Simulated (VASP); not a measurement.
# Ni (Fm-3m) in VASP: a series of runs

One crystal, Ni, is run at these levels: revPBE+D3(BJ); tasks: relaxation of cell and atoms, electrostatic potential.

All numbers are computed with VASP 6.6.1; they aren't measurements. Logs are shortened: lines on timing, memory, paths and dates and some standing lists are left out, and cuts for length are marked.

## (1) Starting point

It takes space group Fm-3m (No. 225, cubic). Conventional cell: a = 3.470 Å, b = 3.470 Å, c = 3.470 Å, α = 90.00°, β = 90.00°, γ = 90.00°. Ni (site symmetry m-3m) has 12 Ni at 2.45 Å as nearest neighbours.

The cell was built by a generator and needn't be a form met in nature.

## (2) Relaxation of cell and atoms, revPBE+D3(BJ), collinear spin, ferromagnetic start

Contents of INCAR:

```
PREC     = Accurate       # precision mode
ENCUT    = 600            # plane-wave cutoff, eV
EDIFF    = 1E-6           # SCF threshold, eV
ISMEAR   = 1              # smearing method
SIGMA    = 0.1            # smearing width, eV
LREAL    = F              # projectors in reciprocal space
LASPH    = T              # aspherical terms in the spheres
NELM     = 120            # most SCF steps
ALGO     = Normal         # electronic algorithm
ISIF     = 3              # what is computed and relaxed
LWAVE    = F              # write WAVECAR
LCHARG   = F              # write CHGCAR
ISPIN    = 2              # spin polarisation
MAGMOM   = 0.7            # initial moments
LORBIT   = 11             # projections on sites
LMAXMIX  = 4              # l up to which the mixer works
GGA      = RE             # functional
IVDW     = 12             # dispersion correction
IBRION   = 2              # ionic algorithm
NSW      = 40             # ionic steps
EDIFFG   = -0.005         # ionic threshold
```

Contents of KPOINTS:

```
regular mesh
0
Gamma
  20 20 20
```

Contents of POSCAR:

```
Ni
1.0
    0.0000000000      1.7350000000      1.7350000000
    1.7350000000      0.0000000000      1.7350000000
    1.7350000000      1.7350000000      0.0000000000
Ni
1
Direct
    0.0000000000      0.0000000000      0.0000000000
```

Potentials or basis: VASP PAW PBE potentials, release 64 (Ni).

Command:

```
$ cat potpaw_PBE.64/Ni/POTCAR > POTCAR
$ mpirun -np 1 vasp_std > vasp.out
```

OUTCAR:

```text
PREC = Accurate
   ENCUT = 600
   EDIFF = 1E-6
   ISMEAR = 1
   LREAL = F
   LASPH = T
   NELM = 120
   ISIF = 3
   ISPIN = 2
   LORBIT = 11
   GGA = RE
   IVDW = 12
   IBRION = 2
   NSW = 40
   EDIFFG = -0.005
 IVDW          = 12

 ion  position               nearest neighbor table
   1  0.000  0.000  0.000-

  LATTYP: Found a face centered cubic cell.
 ALAT       =     3.4700000000

  Lattice vectors:

 A1 = (   0.0000000000,   1.7350000000,   1.7350000000)
 A2 = (   1.7350000000,   0.0000000000,   1.7350000000)
 A3 = (   1.7350000000,   1.7350000000,   0.0000000000)

Analysis of symmetry for initial positions (statically):
=====================================================================
 Subroutine PRICEL returns:
 Original cell was already a primitive cell.

 Routine SETGRP: Setting up the symmetry group for a
 face centered cubic supercell.

 Subroutine GETGRP returns: Found 48 space group operations
 (whereof 48 operations were pure point group operations)
 out of a pool of 48 trial point group operations.

The static configuration has the point symmetry O_h .

Analysis of symmetry for dynamics (positions and initial velocities):
=====================================================================
 Subroutine PRICEL returns:
 Original cell was already a primitive cell.

 Routine SETGRP: Setting up the symmetry group for a
 face centered cubic supercell.

 Subroutine GETGRP returns: Found 48 space group operations
 (whereof 48 operations were pure point group operations)
 out of a pool of 48 trial point group operations.

The dynamic configuration has the point symmetry O_h .

Analysis of structural, dynamic, and magnetic symmetry:
=====================================================================
 Subroutine PRICEL returns:
 Original cell was already a primitive cell.

 Routine SETGRP: Setting up the symmetry group for a
 face centered cubic supercell.

 Subroutine GETGRP returns: Found 48 space group operations
 (whereof 48 operations were pure point group operations)
 out of a pool of 48 trial point group operations.

The overall configuration has the point symmetry O_h .

 Subroutine INISYM returns: Found 48 space group operations
 (whereof 48 operations are pure point group operations),
 and found     1 'primitive' translations

----------------------------------------------------------------------------------------

                                     Primitive cell

  volume of cell :      10.4455

  direct lattice vectors                    reciprocal lattice vectors
     0.000000000  1.735000000  1.735000000    -0.288184438  0.288184438  0.288184438
     1.735000000  0.000000000  1.735000000     0.288184438 -0.288184438  0.288184438
     1.735000000  1.735000000  0.000000000     0.288184438  0.288184438 -0.288184438

  length of vectors
     2.453660531  2.453660531  2.453660531     0.499150089  0.499150089  0.499150089

  position of ions in fractional coordinates (direct lattice)
     0.000000000  0.000000000  0.000000000

  ion indices of the primitive-cell ions
   primitive index   ion index
                 1           1

----------------------------------------------------------------------------------------

 KPOINTS: regular mesh

Automatic generation of k-mesh.
 Grid dimensions read from file:
 generate k-points for:   20   20   20

 Generating k-lattice:

  Cartesian coordinates                     Fractional coordinates (reciprocal lattice)
    -0.014409222  0.014409222  0.014409222     0.050000000  0.000000000  0.000000000
     0.014409222 -0.014409222  0.014409222     0.000000000  0.050000000  0.000000000
     0.014409222  0.014409222 -0.014409222     0.000000000  0.000000000  0.050000000

  Length of vectors
     0.024957504  0.024957504  0.024957504

  Shift w.r.t. Gamma in fractional coordinates (k-lattice)
     0.000000000  0.000000000  0.000000000

 Subroutine IBZKPT returns following result:
 ===========================================

 Found    256 irreducible k-points:

 Following reciprocal coordinates:
            Coordinates               Weight
  0.000000  0.000000  0.000000      1.000000
  0.050000  0.000000  0.000000      8.000000
  0.100000  0.000000  0.000000      8.000000
  0.150000  0.000000  0.000000      8.000000
  0.200000  0.000000  0.000000      8.000000
  0.250000  0.000000  0.000000      8.000000
[... 16 lines left out ...]
 -0.400000  0.050000  0.000000     24.000000
 -0.350000  0.050000  0.000000     24.000000
 [... further k-points ...]
   k-points           NKPTS =    256   k-points in BZ     NKDIM =    256   number of bands    NBANDS=      9
   number of dos      NEDOS =    301   number of ions     NIONS =      1
   total plane-waves  NPLWV =   8000
   dimension x,y,z NGX =    20 NGY =   20 NGZ =   20
   dimension x,y,z NGXF=    40 NGYF=   40 NGZF=   40
   ions per type =               1
   NGX,Y,Z   is equivalent  to a cutoff of  13.55, 13.55, 13.55 a.u.
   NGXF,Y,Z  is equivalent  to a cutoff of  27.10, 27.10, 27.10 a.u.
 SYSTEM =  unknown system
   PREC   = accura    normal or accurate (medium, high low for compatibility)
   ISTART =      0    job   : 0-new  1-cont  2-samecut
   ICHARG =      2    charge: 1-file 2-atom 10-const
   ISPIN  =      2    spin polarized calculation?
   LNONCOLLINEAR =      F non collinear calculations
   LSORBIT =      F    spin-orbit coupling
   LASPH  =      T    aspherical Exc in radial PAW
   ENCUT  =  600.0 eV  44.10 Ry    6.64 a.u.   4.90  4.90  4.90*2*pi/ulx,y,z
   NELM   =    120;   NELMIN=  2; NELMDL= -5     # of ELM steps
   EDIFF  = 0.1E-05   stopping-criterion for ELM
   LREAL  =      F    real-space projection
   EDIFFG = -.5E-02   stopping-criterion for IOM
   NSW    =     40    number of steps for IOM
   IBRION =      2    ionic relax: 0-MD 1-quasi-New 2-CG
   NFREE  =      1    steps in history (QN), initial steepest desc. (CG)
   ISIF   =      3    stress and relaxation
   ISYM   =      2    0-nonsym 1-usesym 2-fastsym
   POTIM  = 0.5000    time-step for ionic-motion
   TEBEG  =    0.0;   TEEND  =   0.0 temperature during run
   PSTRESS=    0.0 pullay stress
   NELECT =      10.0000    total number of electrons
   NUPDOWN=      -1.0000    fix difference up-down
   EMIN   =  10.00;   EMAX   =-10.00  energy-range for DOS
   EFERMI =   0.00;   METHOD = LEGACY
   ISMEAR =     1;   SIGMA  =   0.10  broadening in eV -4-tet -1-fermi 0-gaus
   EFERMI_NEDOS =   21; number of points for ismear=-14 and -15
   IALGO  =     38    algorithm
   IMIX   =      4    mixing-type and parameters
     AMIX     =   0.40;   BMIX     =  1.00
     AMIX_MAG =   1.60;   BMIX_MAG =  1.00
  volume/ion in A,a.u.               =      10.45        70.49
  Fermi-wavevector in a.u.,A,eV,Ry     =   1.613487  3.049047 35.420576  2.603339
  Thomas-Fermi vector in A             =   2.708548
   LORBIT       =     11    0 simple, 1 ext, 2 COOP (PROOUT), +10 PAW based schemes
   GGA     = RE    functional components
   LHFCALC =     F    Hartree Fock is set to
   AEXX    =    0.0000 exact exchange contribution
   IVDW    =    12    specifies the selected vdW correction
   LEPSILON=     F    determine dielectric tensor
   LRPA    =     F    only Hartree local field effects (RPA)
 conjugate gradient relaxation of ions
 spin polarized calculation
 Methfessel and Paxton  Order N= 1 SIGMA  =   0.10
  energy-cutoff  :      600.00
  volume of cell :       10.45
 maximum number of plane-waves:       360
   NGX =  9   NGY =  9   NGZ =  9

--------------------------------------- Ionic step        1  -------------------------------------------

 number of electron      10.0000000 magnetization       0.7000000

 number of electron       9.9999997 magnetization       0.6241929

 Free energy of the ion-electron system (eV)
  ---------------------------------------------------
  ext. energy  EPLUGINS =         0.00000000
  ---------------------------------------------------
  free energy    TOTEN  =        -5.03552295 eV

  energy without entropy =       -5.03537174  energy(sigma->0) =       -5.03547255

------------------------ aborting loop because EDIFF is reached ----------------------------------------

 Edisp (eV)   -0.93094

 E8    (eV) :    -0.6502

  FORCE on cell =-STRESS in cart. coord.  units (eV):
  Direction    XX          YY          ZZ          XY          YZ          ZX
  --------------------------------------------------------------------------------------
  -------------------------------------------------------------------------------------
  Total      -0.09461    -0.09461    -0.09461     0.00000     0.00000    -0.00000
  in kB     -14.51241   -14.51241   -14.51241     0.00000     0.00000    -0.00000
  external pressure =      -14.51 kB  Pullay stress =        0.00 kB
[... 59 lines left out ...]
  energy  without entropy=       -5.9663894507  energy(sigma->0) =       -5.96647315

--------------------------------------- Ionic step        3  -------------------------------------------

 number of electron       9.9999995 magnetization       0.6237385

 Free energy of the ion-electron system (eV)
  ---------------------------------------------------
  ext. energy  EPLUGINS =         0.00000000
  ---------------------------------------------------
  free energy    TOTEN  =        -5.02881111 eV

  energy without entropy =       -5.02867153  energy(sigma->0) =       -5.02876458

 E-fermi :  10.1911     XC(G=0): -13.4534

 val. band max:       10.1866163509   @ k =  -0.4500   0.5000   0.0500
 cond. band min:      10.1911495624   @ k =  -0.4500   0.3500   0.1500
 fundamental gap:      0.0045332115
 Fermi energy:        10.1910686054

 spin component 1

 k-point     1 :       0.0000    0.0000    0.0000
  band No.  band energies     occupation
      1       0.8444      1.00000
      2       7.6099      1.00000
      3       7.6099      1.00000
      4       7.6099      1.00000
      5       8.8708      1.00000
      6       8.8708      1.00000
      7      34.2878      0.00000
      8      38.5735      0.00000
      9      38.5735      0.00000
[... 265 lines left out ...]
 k-point    24 :      -0.3500    0.0500    0.0000
  band No.  band energies     occupation
      1       4.7486      1.00000
      2       7.6993      1.00000
      3       7.7580      1.00000
      4       7.8817      1.00000
      5       9.2256      1.00000
      6       9.5986      1.00000
      7      19.7245      0.00000
      8      32.3837      0.00000
      9      34.9372      0.00000

 [... further k-points ...]

 spin component 2

 k-point     1 :       0.0000    0.0000    0.0000
  band No.  band energies     occupation
      1       0.7918      1.00000
      2       8.3790      1.00000
      3       8.3790      1.00000
      4       8.3790      1.00000
      5       9.4574      1.00000
      6       9.4574      1.00000
      7      34.1035      0.00000
      8      38.5283      0.00000
      9      38.5283      0.00000
[... 308 lines left out ...]
  FREE ENERGIE OF THE ION-ELECTRON SYSTEM (eV)
  ---------------------------------------------------
  free  energy   TOTEN  =        -5.9668278384 eV

  energy  without entropy=       -5.9666882639  energy(sigma->0) =       -5.96678131

 reached required accuracy - stopping structural energy minimisation

 total charge

# of ion       s       p       d       tot
------------------------------------------
    1        0.518   0.542   8.335   9.395

 magnetization (x)

# of ion       s       p       d       tot
------------------------------------------
    1       -0.007  -0.028   0.667   0.632
```

It took 90 s on 1 thread of Intel Xeon Platinum 8259CL at 2.50GHz (Skylake/Cascade Lake), shared host; peak memory 0.19 GiB.

What came out:

```
Free energy                                           : -5.9668 eV
Relaxed volume                                        : 10.37 Å³/atom
Relaxed cell                                          : a = 2.448 Å, b = 2.448 Å, c = 2.448 Å, α = 60.00°, β = 60.00°, γ = 60.00°
Space group after relaxing (to 0.05 Å)                : Fm-3m (No. 225)
Energy gained by relaxing                             : 0.4 meV/atom
Ionic steps                                           : 3
Pressure after relaxing                               : 0.0 GPa
Band gap on the k mesh                                : none (metal or under the smearing width)
Net moment                                            : 0.62 μB per cell
Site moments                                          : Ni +0.63 μB
Valence electrons inside the program's atomic spheres : Ni 9.39
Dispersion energy per atom                            : -0.938 eV
```

Step by step:
```
step  energy change (eV)  largest force (eV/Å)  pressure (GPa)  volume (Å³)
   1              0.0000                0.0000           -1.45        10.45
   2             -0.0001                0.0000            1.52        10.30
   3             -0.0004                0.0000            0.05        10.37
```

Final structure:
```xyz
1
Lattice="0.0000 1.7308 1.7308 1.7308 0.0000 1.7308 1.7308 1.7308 0.0000" Properties=species:S:1:pos:R:3 pbc="T T T"
Ni    0.0000    0.0000    0.0000
```

Caveat: the PAW data sets were made with another functional, which shifts forces and pressure a little; pairwise dispersion overbinds metals, which lowers pressure and volume.

## (3) Electrostatic potential, revPBE+D3(BJ), collinear spin, ferromagnetic start

This run uses another cell than the first one, of 10.37 Å³/atom, 0.993 times its volume.

Contents of INCAR:

```
  PREC = Accurate
  ENCUT = 520
  EDIFF = 1E-6
  ISMEAR = 1
  SIGMA = 0.1
  LREAL = F
  LASPH = T
  NELM = 100
  ALGO = Normal
  ISIF = 2
  LWAVE = F
  LCHARG = T
  ISPIN = 2
  MAGMOM = 0.7
  LORBIT = 11
  LMAXMIX = 4
  GGA = RE
  IVDW = 12
  LVHAR = T
```

Contents of KPOINTS:

```
Automatic mesh
0
Gamma
  20 20 20
```

Contents of POSCAR:

```
Ni                                      
1.0
    0.0000000000      1.7307799290      1.7307799290
    1.7307799290      0.0000000000      1.7307799290
    1.7307799290      1.7307799290     -0.0000000000
  Ni            
     1
Direct
     0.0000000000000000    0.0000000000000000    0.0000000000000000
```

Potentials or basis: VASP PAW PBE potentials, release 64 (Ni).

Command:

```
$ cat potpaw_PBE.64/Ni/POTCAR > POTCAR
$ mpirun -np 1 vasp_std > vasp.out
```

Wall time 34 s (1 thread of Intel Xeon Platinum 8259CL at 2.50GHz (Skylake/Cascade Lake), shared host); peak memory 0.16 GiB.

It converged, with:

| Item | Value |
| --- | --- |
| Free energy | -5.9673 eV |
| Pressure | 0.2 GPa |
| Band gap on the k mesh | none (metal or under the smearing width) |
| Net moment | 0.62 μB per cell |
| Site moments | Ni +0.63 μB |
| Valence electrons inside the program's atomic spheres | Ni 9.39 |
| Dispersion energy per atom | -0.938 eV |

Levels at points of the mesh, in eV from the Fermi level:
Spin up:
| k point | band 3 | band 4 | band 5 | band 6 | band 7 | band 8 |
| --- | --- | --- | --- | --- | --- | --- |
| (0.00, 0.00, 0.00) | -2.58 | -2.58 | -1.32 | -1.32 | 24.10 | 28.38 |
| (0.50, 0.00, 0.00) | -2.56 | -0.62 | -0.62 | -0.39 | 6.01 | 22.56 |
| (0.50, 0.50, 0.00) | -0.56 | -0.48 | -0.48 | 2.48 | 9.65 | 15.30 |
Spin down:
| k point | band 3 | band 4 | band 5 | band 6 | band 7 | band 8 |
| --- | --- | --- | --- | --- | --- | --- |
| (0.00, 0.00, 0.00) | -1.81 | -1.81 | -0.73 | -0.73 | 23.91 | 28.34 |
| (0.50, 0.00, 0.00) | -1.94 | -0.47 | 0.15 | 0.15 | 6.44 | 22.40 |
| (0.50, 0.50, 0.00) | 0.05 | 0.41 | 0.41 | 2.42 | 9.89 | 15.29 |

Caveat: the PAW data sets were made with another functional, which shifts forces and pressure a little; pairwise dispersion overbinds metals, which lowers pressure and volume.
